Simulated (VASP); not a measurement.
Crystal: MoSe2.

```xyz
6
Lattice="3.2880 0.0000 0.0000 -1.6440 2.8475 0.0000 0.0000 0.0000 12.9000" Properties=species:S:1:pos:R:3 pbc="T T T"
Mo    1.6440    0.9492    9.6750
Mo    0.0000    1.8983    3.2250
Se    1.6440    0.9492    4.8375
Se    0.0000    1.8983   11.2875
Se    1.6440    0.9492    1.6125
Se    0.0000    1.8983    8.0625
```

```yaml
Program: VASP 6.6.1
Task: relaxation of cell and atoms
Functional: PBE
Potentials_or_basis: VASP PAW PBE potentials, release 64 (Mo_sv_GW, Se_GW)
Cutoff: 630 eV
k_mesh: 9 × 9 × 2
Occupations: fermi-dirac, width 0.05 eV
Spin: no spin polarisation
```

At the start: pressure 8.1 GPa; volume 20.13 Å³/atom.

Task: How do energy, volume and symmetry change on relaxing?

Result: Over 17 steps the energy falls by 38.9 meV/atom and the volume is 22.38 Å³/atom (+11.2 %); space group P6_3/mmc (No. 194, to 0.05 Å).

Step by step:
```
step  energy change (eV)  largest force (eV/Å)  pressure (GPa)  volume (Å³)
   1              0.0000                1.1302            8.14       120.78
   2              0.4965                1.9224          -11.31       139.49
   3             -0.1964                0.1512           -0.32       126.83
   4             -0.1969                0.1046           -0.02       126.57
   5             -0.1969                0.0834            0.12       126.46
   6             -0.2011                0.0996            0.20       126.58
   7             -0.2057                0.1311            0.40       126.80
   8             -0.2061                0.1456            0.47       126.90
   9             -0.2089                0.1446            0.39       127.30
  10             -0.2160                0.1398            0.14       128.51
  11             -0.2254                0.1281           -0.33       130.94
  12             -0.2282                0.0916           -1.04       135.86
  13             -0.2295                0.1014           -0.77       133.98
  14             -0.2323                0.0166           -0.08       134.10
  15             -0.2324                0.0386            0.04       134.12
  16             -0.2331                0.0245            0.06       134.18
  17             -0.2335                0.0008            0.11       134.30
```

Final structure:
```xyz
6
Lattice="3.3187 0.0000 0.0000 -1.6594 2.8741 0.0000 0.0000 0.0000 14.0801" Properties=species:S:1:pos:R:3 pbc="T T T"
Mo    1.6594    0.9580   10.5601
Mo    0.0000    1.9161    3.5200
Se    1.6594    0.9580    5.1900
Se    0.0000    1.9161   12.2300
Se    1.6594    0.9580    1.8501
Se    0.0000    1.9161    8.8902
```

Caveat: this functional lacks dispersion, which binds the layers, so the pressure and a relaxed spacing across them are unreliable; the volume moved by +11 % from the deposited cell, more than functionals usually miss.
